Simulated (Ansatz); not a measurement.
# 4-layer honeycomb BAs (AA') in a perpendicular field, part 2 of 2

What dipole does a perpendicular field induce in the 4-layer honeycomb BAs (AA'), and does the gap follow? A positive field points along +c.

Ansatz 0.2.0; plane-wave DFT, PBE-D3(BJ), Ansatz PAW (set soft_1); PAW set soft_1.

So far. Step 2 (Relaxation): The lattice constant a goes from 3.390 to 3.370 Å.

## (3) Single point, field 0

A sawtooth potential applies the field, turning back in the middle of the vacuum. With the dipole correction the typed value is the field outside the slab. The induced dipole is small, so the SCF threshold is tight.

The cell differs from the one that the last finished run ended in (c 49.000 → 29.915 Å).

input.yaml

```yaml
crystal:
  lattice:
    - [3.3699987491, 0.0, 0.0]
    - [-1.6849993745, 2.9185045274, 0.0]
    - [0.0, 0.0, 29.915233397]
  atoms:
    - { symbol: As, position: [0.6666666667, 0.3333333333, 0.3011238858] }
    - { symbol: B, position: [0.3333333333, 0.6666666667, 0.3008500679] }
    - { symbol: As, position: [0.3333333333, 0.6666666667, 0.4340573377] }
    - { symbol: B, position: [0.6666666667, 0.3333333333, 0.4340286758] }
    - { symbol: As, position: [0.6666666667, 0.3333333333, 0.5659426623] }
    - { symbol: B, position: [0.3333333333, 0.6666666667, 0.5659713242] }
    - { symbol: As, position: [0.3333333333, 0.6666666667, 0.6988761142] }
    - { symbol: B, position: [0.6666666667, 0.3333333333, 0.6991499321] }
kpoints:
  mp_grid: { grid: [18, 18, 1] }
  band_path:
    path: [[0, 0, 0], [0.5, 0, 0], [0.33333333, 0.33333333, 0], [0, 0, 0]]
    npoints: 16
hamiltonian:
  xc: pbe
  dispersion: d3bj
  pseudopotentials: { kind: paw, azcp: { folder: soft_1 } }
scf:
  occupations: { method: fermi_dirac, width: 0.02585 }
  convergence: { dr2_threshold: 1.0e-10 }
efield:
  axis: 3
  dipole_correction: true
  ramp_position: 0.97
  ramp_width: 0.06
  amplitude: 0
output:
  dos: { projected: true, e_range: [-6, 5] }
  write_potential: true
  write_density: true
  volumetric_format: npy
  elf: true
```

Command:

```bash
$ ansatz run input.yaml --threads 2 --pin off --max-ram 3072MiB --backend cpu --events-out ev --progress --plain --runs-dir out
```

Numbers of over 12 decimals in the logs are rounded to 6 here.

The log of the run:

```text
[...]
Crystal: 8 atoms, lattice volume = 294.227 Å³
Basis set: ecut = 420 eV, 5787 PW (Γ)
Bands: 44, of which v1, the nominal top of the filled ones, is band 36 counted from 1 (35 counted from 0)
Symmetry: 6 space group operations
k-points: 37 of 324 (time reversal used)
[...]
SCF iter   1: F=—  HF=-20049.468282 eV  |F-HF|=—  |Δ(HF+E_count)|=         —  Δρ=4.80e-2  dr2=9.42e0  ethr=3.10e-3  p=-0.000 e·Å  D=-1.10e-14 V/Å  ΔV_dip=0.00 eV  dr2_dipole=5.35e-8  V_vac-E_F(+/−)=6.23/6.23 eV  ⟨swp⟩=9.8  Hψ=7264  notcnv=0
efield: sawtooth ramp at fractional position 0.9700 (set: `efield.ramp_position`, or a place that a band, a saddle search or an elastic batch's reference lends), width 0.0600; the density the first Hamiltonian is built on has a dipole p = -0.000 e·Å; the dipole correction subtracts the counter field D = -1.10e-14 V/Å, which shifts the + side's vacuum level by +0.00 eV against the − side's; the planar-averaged density in the ramp window peaks in size at 3.3e-7 e/Å³
[...]
SCF iter   2: F=—  HF=-20047.144119 eV  |F-HF|=—  |Δ(HF+E_count)|=    2.32e0  Δρ=1.93e-2  dr2=1.01e0  ethr=3.10e-3  p=0.000 e·Å  D=5.24e-5 V/Å  ΔV_dip=-0.00 eV  dr2_dipole=1.16e-7  V_vac-E_F(+/−)=5.40/5.40 eV  ⟨swp⟩=3.2  Hψ=2900  notcnv=0  defer=96
[...]
SCF iter  13: F=-20046.885161 eV  HF=-20046.885161 eV  |F-HF|=2.18e-11  |Δ(HF+E_count)|=  5.09e-11  Δρ=4.42e-8  dr2=7.81e-12  ethr=1.00e-12  p=-0.000 e·Å  D=-8.55e-9 V/Å  ΔV_dip=0.00 eV  dr2_dipole=4.71e-16  V_vac-E_F(+/−)=4.57/4.57 eV  ⟨swp⟩=14.6  Hψ=6552  notcnv=0
SCF 1 converged in 13 iterations: F = -20046.885161 eV  dr2 = 7.81e-12
[...]
NSCF: frozen V_eff on 49 k-points
efield: sawtooth ramp at fractional position 0.9700 (kept from the solve that this one continues, or follows in the run), width 0.0600; the density the first Hamiltonian is built on has a dipole p = -0.000 e·Å; the dipole correction subtracts the counter field D = -8.55e-9 V/Å, which shifts the + side's vacuum level by +0.00 eV against the − side's; the planar-averaged density in the ramp window peaks in size at 3.3e-7 e/Å³
[...]
SCF converged after 13 iterations
Free energy (F): -20046.885161 eV
[...]
Internal energy: -20046.885161 eV  (E = F + TS)
E sigma→0 (E₀):  -20046.885161 eV
Entropy (-TS):   -0.000000 eV (-0.000 meV/atom)
Fermi energy:    1.091729 eV
Dipole field:    D = 0.000000 V/Å  (p = 0.000000 e·Å, saw-weighted, corrected)
Work function:   Φ+ = 4.5745 eV   Φ− = 4.5745 eV
Levels:          The Fermi level and band energies are counted from a zero that moves with the ramp; work functions are not
[...]
--- Band table (eV; the first three rows and the last of 37) ---
  k-point 0: bands = [... 32 lower, -0.7759, -0.7759, -0.7588, -0.7588, 4.3762, 4.4536, 4.5561, 4.6045, ... 4 higher]
  k-point 1: bands = [... 32 lower, -0.9280, -0.9002, -0.8741, -0.8566, 4.4296, 4.5801, 4.6683, 4.6847, ... 4 higher]
  k-point 2: bands = [... 32 lower, -1.1901, -1.1611, -1.1336, -1.1148, 4.5699, 4.5884, 4.6599, 4.7119, ... 4 higher]
  k-point 36: bands = [... 32 lower, 0.3697, 0.3697, 0.6500, 0.6500, 1.5092, 1.5092, 1.8601, 1.8601, ... 4 higher]
```

It took 48 s on 2 threads of Arm Neoverse V1, shared host; peak memory 0.79 GiB; 96 s of CPU time.

This step gave:

```yaml
dipole_along_the_normal: 2.52e-8 e·Å
gap_along_the_path: 0.6540 eV
smallest_direct_gap_along_the_path: 0.6919 eV
ionisation_energy_upper_face: 4.892 eV
electron_affinity_upper_face: 4.239 eV
gap_the_smaller_of_path_and_mesh: 0.6540 eV
```

Running mean over a fixed 2.5 Å (it still follows the layers) of the planar mean; the ramp of the sawtooth is left out. Electron's electrostatic potential energy less the Fermi level against z:

| z (Å) | electron's electrostatic potential energy less the Fermi level (eV) |
| --- | --- |
| 4 | 4.57 |
| 5 | 4.57 |
| 6 | 4.51 |
| 7 | 3.42 |
| 8 | -1.56 |
| 9 | -4.35 |
| 10 | -1.69 |
| 11 | 2.12 |
| 12 | -1.75 |
| 13 | -4.36 |
| 14 | -1.59 |
| 15 | 2.01 |
| 16 | -2.03 |
| 17 | -4.34 |
| 18 | -1.32 |
| 19 | 2.11 |
| 20 | -2.12 |
| 21 | -4.32 |
| 22 | -1.11 |
| 23 | 3.67 |
| 24 | 4.52 |
| 25 | 4.57 |
| 26 | 4.57 |

The density of states has structure finer than the step of the table below, so its rows give means over 0.25 eV, whole bins alone (the curve runs from -6 to 2.3 eV). Peaks (eV: height): -3.990: 6.39, -3.460: 6.64, -3.330: 4.92, -3.020: 4.86, -1.700: 3.40, -0.790: 3.72, 0.420: 3.54.

Density of states against energy, zero at the Fermi level of the run, which the smearing sets inside the gap; means over each step:

```csv
energy (eV),density of states (states/eV a cell)
-5.75,2.27
-5.50,2.33
-5.25,2.44
-5.00,2.91
-4.75,3.29
-4.50,3.72
-4.25,4.31
-4.00,5.98
-3.75,4.55
-3.50,4.30
-3.25,3.65
-3.00,4.25
-2.75,3.88
-2.50,3.72
-2.25,3.75
-2.00,3.51
-1.75,2.59
-1.50,2.17
-1.25,2.15
-1.00,1.73
-0.75,1.76
-0.50,1.35
-0.25,0.250
0.00,0
0.25,0.109
0.50,1.98
0.75,1.76
1.00,1.67
1.25,2.02
1.50,1.98
1.75,2.07
2.00,2.18
```

Projected DOS per atom over height of the atomic layer and energy from the Fermi level. Layers: BAs BAs BAs BAs from below.

Ten even steps from '0' (0.000 states/eV) to '9' (0.729 states/eV), each cell a mean:
```
3443
3333
3223
3223
2222
0110
0000
1221
2332
4334
4334
5665
6666
6666
6666
7777
9999
7777
5665
4444
4444
3333
```
Columns: height of the atomic layer (Å) from 9.00 to 20.9; rows upwards: energy from the Fermi level (eV) from -5.96 to 2.32.

Electronic bands along the path, in eV, zero at the Fermi level of the run, which the smearing sets inside the gap:

```csv
point,band 33,band 34,band 35,band 36,band 37,band 38,band 39,band 40
Γ,-1.87,-1.87,-1.85,-1.85,3.28,3.36,3.46,3.51
halfway,-3.11,-3.11,-3.09,-2.57,2.76,2.85,2.94,3.02
M,-2.06,-1.67,-1.20,-0.78,0.40,0.78,1.31,1.84
halfway,-1.71,-1.33,-0.88,-0.50,0.36,0.68,1.16,1.64
K,-0.72,-0.72,-0.44,-0.44,0.42,0.42,0.77,0.77
halfway,-3.77,-3.34,-2.80,-2.27,3.28,3.60,3.98,4.28
Γ,-1.87,-1.87,-1.85,-1.85,3.28,3.36,3.46,3.51
```

Electrostatic potential energy in the ca plane at fractional y = 0.333, with atoms of As and B within 0.2 Å of it. With pseudopotentials it is smooth inside the atoms' cores, unlike the true potential.

Ten even steps from '0' (-18 eV) to '9' (6 eV), each cell a mean:
```
99999999999999999998511268999987546899999741
99999999999999999986147327999984001689998515
99999999999999999984299716899972000489998329
99999999999999999985179616999973000589998418
99999999999999999997212148999986314799998621
99999999999999999998743578999987656899999864
99999999999999999999876789999987435789999987
99999999999999999999876789999986424789999987
99999999999999999999866789999987556899999876
```
Columns run along c (16.0 Å, from fractional 0.03 to 0.57 of the cell; values clipped at the 3rd and 97th percentile), rows up along a (3.4 Å). Atoms in or near the plane, at fractional coordinates: As at (0.30, 0.67), B at (0.43, 0.67), As at (0.57, 0.67).

Valence density in the ca plane at fractional y = 0.333, with atoms of As and B within 0.2 Å of it. It is the smooth field of the valence electrons, not physical close to the nuclei.

Ten steps, logarithmic in the rise over the least value, from '0' (0 e/Å³) to '9' (33 e/Å³), each cell a mean:
```
00000000000000000000122210000001221100000112
00000000000000000001257521000001222100000136
00000000000000000001489731000001212100000148
00000000000000000001378621000001222100000147
00000000000000000001234310000001222100000124
00000000000000000000122110000001121100000012
00000000000000000000111100000001111100000011
00000000000000000000011100000001111100000011
00000000000000000000111110000001111100000011
```
Columns run along c (16.0 Å, from fractional 0.03 to 0.57 of the cell), rows up along a (3.4 Å). Atoms in or near the plane, at fractional coordinates: As at (0.30, 0.67), B at (0.43, 0.67), As at (0.57, 0.67).

ELF in the ca plane at fractional y = 0.333, with atoms of As and B within 0.2 Å of it. It is the smooth field of the valence electrons, not physical close to the nuclei.

Ten even steps from '0' (0.00) to '9' (0.79), each cell a mean:
```
00000000000000001468888887300368999851015888
00000000000000013688743588510367657751027874
00000000000000014788610378610355102551038851
00000000000000014688731478610366324651027862
00000000000000002578876788400368888851016886
00000000000000001257888876200368998752014788
00000000000000000124677753100356766652002467
00000000000000000023566642100356666652001356
00000000000000000135788864100367888752003578
```
Columns run along c (16.0 Å, from fractional 0.03 to 0.57 of the cell), rows up along a (3.4 Å). Atoms in or near the plane, at fractional coordinates: As at (0.30, 0.67), B at (0.43, 0.67), As at (0.57, 0.67).

The gap is 0.65 eV, with the valence edge 4.89 eV and the conduction edge 4.24 eV under the upper vacuum level.

## (4) Atoms held, field 0.1 V/Å

Changes to input.yaml since step 3:

```diff
@@ -29,7 +29,6 @@
   dipole_correction: true
-  ramp_position: 0.97
-  ramp_width: 0.06
-  amplitude: 0
+  ramp_position: 0.9499
+  ramp_width: 0.1003
+  amplitude: 0.1
 output:
-  dos: { projected: true, e_range: [-6, 5] }
   write_potential: true
@@ -37,2 +36 @@
   volumetric_format: npy
-  elf: true
```

The log of the run:

```text
[...]
Crystal: 8 atoms, lattice volume = 294.227 Å³
Basis set: ecut = 420 eV, 5787 PW (Γ)
Bands: 44, of which v1, the nominal top of the filled ones, is band 36 counted from 1 (35 counted from 0)
Symmetry: 6 space group operations
k-points: 37 of 324 (time reversal used)
[...]
k-point 0: bands = [... 32 lower, -0.7695, -0.7695, -0.6909, -0.6909, 4.2973, 4.4364, 4.5494, 4.6481, ... 4 higher]
  k-point 1: bands = [... 32 lower, -0.9818, -0.9214, -0.8679, -0.7892, 4.3517, 4.5593, 4.6587, 4.7343, ... 4 higher]
  k-point 2: bands = [... 32 lower, -1.2428, -1.1819, -1.1276, -1.0487, 4.4936, 4.5664, 4.6508, 4.7374, ... 4 higher]
  k-point 36: bands = [... 32 lower, 0.3571, 0.3645, 0.6051, 0.7079, 1.4572, 1.5476, 1.8583, 1.8777, ... 4 higher]
[key lines of the parts left out:]
SCF converged after 12 iterations
Free energy (F): -20046.888669 eV
Fermi energy:    1.092436 eV
Dipole field:    D = 0.043181 V/Å  (p = 0.070213 e·Å, saw-weighted, corrected)
```

The job ended after 47 s (2 threads; peak memory 0.77 GiB; 93 s of CPU time).

The dipole is 0.0702 e·Å, and the gap 0.638 eV.

## (5) Atoms held, field -0.1 V/Å

Changes to input.yaml since step 4:

```diff
@@ -31,3 +31,3 @@
   ramp_width: 0.1003
-  amplitude: 0.1
+  amplitude: -0.1
 output:
```

The log of the run:

```text
[...]
Crystal: 8 atoms, lattice volume = 294.227 Å³
Basis set: ecut = 420 eV, 5787 PW (Γ)
Bands: 44, of which v1, the nominal top of the filled ones, is band 36 counted from 1 (35 counted from 0)
Symmetry: 6 space group operations
k-points: 37 of 324 (time reversal used)
[...]
k-point 0: bands = [... 32 lower, -0.7694, -0.7694, -0.6907, -0.6907, 4.2975, 4.4366, 4.5496, 4.6482, ... 4 higher]
  k-point 1: bands = [... 32 lower, -0.9816, -0.9212, -0.8677, -0.7890, 4.3519, 4.5595, 4.6589, 4.7345, ... 4 higher]
  k-point 2: bands = [... 32 lower, -1.2426, -1.1817, -1.1274, -1.0485, 4.4937, 4.5665, 4.6509, 4.7376, ... 4 higher]
  k-point 36: bands = [... 32 lower, 0.3572, 0.3647, 0.6053, 0.7081, 1.4574, 1.5478, 1.8585, 1.8778, ... 4 higher]
[key lines of the parts left out:]
SCF converged after 12 iterations
Free energy (F): -20046.888669 eV
Fermi energy:    1.092606 eV
Dipole field:    D = -0.043181 V/Å  (p = -0.070213 e·Å, saw-weighted, corrected)
```

The job ended after 46 s (2 threads; peak memory 0.77 GiB; 92 s of CPU time).

The dipole is -0.0702 e·Å, and the gap 0.638 eV.

## (6) Single point, field 0.2 V/Å

Changes to input.yaml since step 5:

```diff
@@ -31,3 +31,3 @@
   ramp_width: 0.1003
-  amplitude: -0.1
+  amplitude: 0.2
 output:
```

The log of the run:

```text
[...]
Crystal: 8 atoms, lattice volume = 294.227 Å³
Basis set: ecut = 420 eV, 5787 PW (Γ)
Bands: 44, of which v1, the nominal top of the filled ones, is band 36 counted from 1 (35 counted from 0)
Symmetry: 6 space group operations
k-points: 37 of 324 (time reversal used)
[...]
k-point 0: bands = [... 32 lower, -0.7514, -0.7514, -0.6088, -0.6088, 4.1213, 4.3868, 4.5331, 4.6647, ... 4 higher]
  k-point 1: bands = [... 32 lower, -0.9420, -0.9073, -0.8498, -0.7072, 4.1749, 4.5055, 4.6420, 4.7438, ... 4 higher]
  k-point 2: bands = [... 32 lower, -1.3252, -1.2025, -1.1098, -0.9670, 4.3264, 4.5025, 4.6284, 4.7396, ... 4 higher]
  k-point 36: bands = [... 32 lower, 0.3227, 0.3496, 0.5802, 0.7683, 1.3997, 1.5693, 1.8669, 1.9114, ... 4 higher]
[key lines of the parts left out:]
SCF converged after 13 iterations
Free energy (F): -20046.899219 eV
Fermi energy:    1.092771 eV
Dipole field:    D = 0.086655 V/Å  (p = 0.140902 e·Å, saw-weighted, corrected)
```

Run time: 47 s. Hardware: 2 threads; peak memory 0.77 GiB; 94 s of CPU time.

The dipole is 0.141 e·Å, and the gap 0.578 eV.

## (7) Single point, field 0.3 V/Å

Changes to input.yaml since step 6:

```diff
@@ -31,3 +31,3 @@
   ramp_width: 0.1003
-  amplitude: 0.2
+  amplitude: 0.3
 output:
```

The log of the run:

```text
[...]
Crystal: 8 atoms, lattice volume = 294.227 Å³
Basis set: ecut = 420 eV, 5787 PW (Γ)
Bands: 44, of which v1, the nominal top of the filled ones, is band 36 counted from 1 (35 counted from 0)
Symmetry: 6 space group operations
k-points: 37 of 324 (time reversal used)
[...]
k-point 0: bands = [... 32 lower, -0.7351, -0.7351, -0.5340, -0.5340, 3.8838, 4.3204, 4.5065, 4.6245, ... 4 higher]
  k-point 1: bands = [... 32 lower, -0.9606, -0.8336, -0.8327, -0.6324, 3.9369, 4.4352, 4.6101, 4.6993, ... 4 higher]
  k-point 2: bands = [... 32 lower, -1.4031, -1.2210, -1.0936, -0.8922, 4.0939, 4.4268, 4.6052, 4.7417, ... 4 higher]
  k-point 36: bands = [... 32 lower, 0.2739, 0.3309, 0.5709, 0.8235, 1.3444, 1.5778, 1.8804, 1.9550, ... 4 higher]
[key lines of the parts left out:]
SCF converged after 13 iterations
Free energy (F): -20046.916879 eV
Fermi energy:    1.091449 eV
Dipole field:    D = 0.130670 V/Å  (p = 0.212469 e·Å, saw-weighted, corrected)
```

Run time: 48 s. Hardware: 2 threads; peak memory 0.78 GiB; 95 s of CPU time.

The dipole is 0.212 e·Å, and the gap 0.488 eV.

## (8) Response, atoms held

This step: plane-wave DFT, PBE-D3(BJ), Ansatz PAW (set soft_1); response to a field along the normal, atoms held; PAW set soft_1 (Ansatz 0.2.0).

The dipoles give the slope, and the difference of two potentials shows where the field is screened.

Numbers from this step:

| Quantity | Value |
| --- | --- |
| equivalent conductor thickness p/(ε₀AE) | 12.92 Å |
| distance between the outer atoms | 11.92 Å |

Dipole of the cell against applied field:

| applied field (V/Å) | dipole of the cell (e·Å) |
| --- | --- |
| -0.100 | -0.0702 |
| 0.000 | 0 |
| 0.100 | 0.0702 |
| 0.200 | 0.141 |
| 0.300 | 0.212 |

Local field over the applied field, running mean. From the potentials at -0.1 and 0.1 V/Å; running mean over 2.8 Å. The local field over applied field by z:

```
z (Å)  local field over applied field
    5                           0.992
    6                           0.937
    7                           0.704
    8                           0.378
    9                           0.146
   10                           0.180
   11                           0.221
   12                           0.169
   13                          0.0826
   14                           0.121
   15                           0.148
   16                           0.115
   17                          0.0859
   18                           0.178
   19                           0.221
   20                           0.172
   21                           0.156
   22                           0.405
   23                           0.732
   24                           0.946
   25                           0.994
```

Electrons, planar mean, per unit field. Table of induced electron density by z:

```csv
z (Å),induced electron density (e/Å³ per V/Å)
4.5,7.4e-6
5.0,2.6e-5
5.5,8.4e-5
6.0,2.5e-4
6.5,7.0e-4
7.0,0.00172
7.5,0.00333
8.0,0.00372
8.5,7.2e-4
9.0,-3.0e-4
9.5,2.4e-5
10.0,-0.00168
10.5,-0.00142
11.0,-2.0e-5
11.5,0.00139
12.0,0.00185
12.5,3.3e-4
13.0,-1.1e-4
13.5,-1.1e-4
14.0,-0.00122
14.5,-9.2e-4
15.0,8.9e-5
15.5,0.00106
16.0,0.00112
16.5,2.8e-6
17.0,1.4e-4
17.5,-5.9e-4
18.0,-0.00191
18.5,-0.00117
19.0,2.7e-4
19.5,0.00159
20.0,0.00145
20.5,-1.7e-4
21.0,3.5e-4
21.5,-0.00131
22.0,-0.00392
22.5,-0.00306
23.0,-0.00149
23.5,-5.9e-4
24.0,-2.1e-4
24.5,-6.9e-5
25.0,-2.1e-5
25.5,-6.0e-6
```

The smaller of the gaps on the path and on the k-mesh, counted as 0 under 0.03 eV. The gap by applied field:

```csv
applied field (V/Å),gap (eV)
-0.100,0.638
0.000,0.654
0.100,0.638
0.200,0.578
0.300,0.488
```

By hand: between -0.1 and 0.1 V/Å the dipole changes by 0.1404 e·Å, a slope of 0.7021 e·Å²/V. A perfect conductor of thickness t has p = ε₀AEt, so t = 180.95 × 0.7021 / 9.835 = 12.92 Å (e/ε₀ = 180.95 V·Å, A in Å²).

The induced dipole is that of a conductor 12.92 Å thick.

## (9) Results

| Quantity | Value |
| --- | --- |
| gap without field | 0.654 eV |
| ionisation energy, upper face | 4.89 eV |
| electron affinity, upper face | 4.24 eV |
| equivalent conductor thickness, atoms held | 12.9 Å |

**Reading.** The induced dipole equals that of a perfect conductor 12.92 Å thick, while the outer atoms lie 11.92 Å apart; an out-of-plane ε follows only once a thickness t is chosen, by 1 − 1/ε = 12.92 Å / t. The gap goes from 0.65 eV to 0.49 eV at 0.3 V/Å. Semilocal functionals give gaps that are too small, and excitons are not included. Atoms moved by up to 1.5 Å in the relaxation, so the end structure is to be read from its coordinates and not from the name. Spin-orbit coupling is left out.

[Logs are printed without paths, hosts, clocks, repeated set-up lines and the standing remarks that a program may print on its own settings, such as how far it seeks lower states.]

[Hosts, paths, dates, database ids (printed as entryN), source tags and the programs' standing remarks are cut or masked in the printed files.]

[Maps of the electrostatic potential energy from Ansatz leave out the sawtooth potential of an applied field or a dipole correction, so their vacuum need not be flat; planar profiles and work functions include it.]

[The density of states shown here was stored with 400 of the rows of the run's finer table, so its peaks can read low, often by over a quarter, or be missed, and its means over a window can be off by a tenth or more.]
